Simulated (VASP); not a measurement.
Write the native input for VASP 6.6.1 that does the following.

| Property | Result |
| --- | --- |
| Task | work function |
| Functional | LDA |
| Potentials or basis | VASP PAW LDA potentials, release 64 (Pt) |
| Cutoff | 520 eV |
| k mesh | 12 × 12 × 1 |
| Occupations | gaussian, width 0.1 eV |
| Spin | no spin polarisation |
| Further INCAR settings | ALGO = Normal; EDIFF = 1e-06 |

The structure of Pt lies in POSCAR:

```
Pt
1.0
    2.7746870094      0.0000000000      0.0000000000
    1.3873435047      2.4029494377      0.0000000000
    0.0000000000      0.0000000000     27.5931347378
Pt
7
Direct
    0.0000000000      0.0000000000      0.2536862907
    0.3333333333      0.3333333333      0.3357908605
    0.6666666667      0.6666666667      0.4178954302
    0.0000000000      0.0000000000      0.5000000000
    0.3333333333      0.3333333333      0.5821045698
    0.6666666667      0.6666666667      0.6642091395
    0.0000000000      0.0000000000      0.7463137093
```

One way to write it, as run:

INCAR

```
SYSTEM = Pt
ALGO = Normal ; EDIFF = 1E-6
ENCUT = 520 ; ISIF = 2
ISMEAR = 0 ; LASPH = .True.
LCHARG = .True. ; LELF = .True.
LREAL = .False. ; LVACPOTAV = .True.
LVHAR = .True. ; LWAVE = .False.
NELM = 100 ; PREC = Accurate
SIGMA = 0.1
```

KPOINTS

```
k-points
0
Gamma
  12 12 1
  0 0 0
```

Potentials or basis: VASP PAW LDA potentials, release 64 (Pt).

Run with:

```bash
$ cat potpaw_LDA.64/Pt/POTCAR > POTCAR
$ mpirun -np 1 vasp_std > vasp.out
```

It gave:

The largest force is 0.197 eV/Å. The band gap on the k mesh is none (metal or under the smearing width).

Wall time 3.8 min on 1 thread of Intel(R) Xeon(R) Platinum 8488C (Sapphire Rapids), with other jobs on the host, peak memory 0.31 GiB.
